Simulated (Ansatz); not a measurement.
A plane-wave DFT run in Ansatz 0.2.0 (scalar-relativistic PAW potentials unless the input names others): input and command.

```yaml
crystal:
  lattice:
    - [3.1962448395, 0.0, 0.0]
    - [0.0, 6.3924896789, 0.0]
    - [0.0, -1.8504413553, 2.646940868]
  atoms:
    - { symbol: Sn, position: [0.0, 0.0, 0.0] }
    - { symbol: Sn, position: [0.5, 0.5, 0.0] }
basis:
  ecutwfc: 420
kpoints:
  mp_grid: { grid: [11, 6, 13] }
hamiltonian:
  xc: pbesol
  pseudopotentials: { kind: nc }
scf:
  occupations: { method: gaussian, width: 0.1 }
  max_iter: 80
output:
  forces: true
  eigenvalues: true
  stress: true
relax:
  adjacent_minimum: "off"
  f_tol: 0.01
  max_steps: 50
  cell: { fix: [a, b, gamma], stress_tol: 0.1 }
magnetization:
  spin_polarized: true
  spin_orbit: true
```

```bash
ansatz run input.yaml --threads 4 --pin off --max-ram 10240MiB --backend cpu --events-out ev --progress --plain --runs-dir out
```

**Question.** What will the program do with this input?

**Answer.** The program refuses it, because of spin-orbit coupling on scalar files and without noncollinear: true (magnetization: not typed → {"spin_polarized": true, "spin_orbit": true}; hamiltonian.pseudopotentials: not typed → {"kind": "nc"}). Without those keys it is accepted.

Abridged log:
```
Error: 2 input errors — fix all and re-run
  1. inconsistent input (magnetization.spin_orbit, magnetization.noncollinear): true requires noncollinear: true — spin–orbit coupling acts on 2-spinor wavefunctions; set both flags
  2. inconsistent input (magnetization.spin_orbit, hamiltonian.pseudopotentials.kind): true requires a fully-relativistic hamiltonian.pseudopotentials.kind (nc_fr or paw_fr), or kind: all_electron without datasets and azcp, which then solves Dirac's equation on LAPW. paw_fr resolves this project's PAW files (source: ansatz) by j as it reads them
```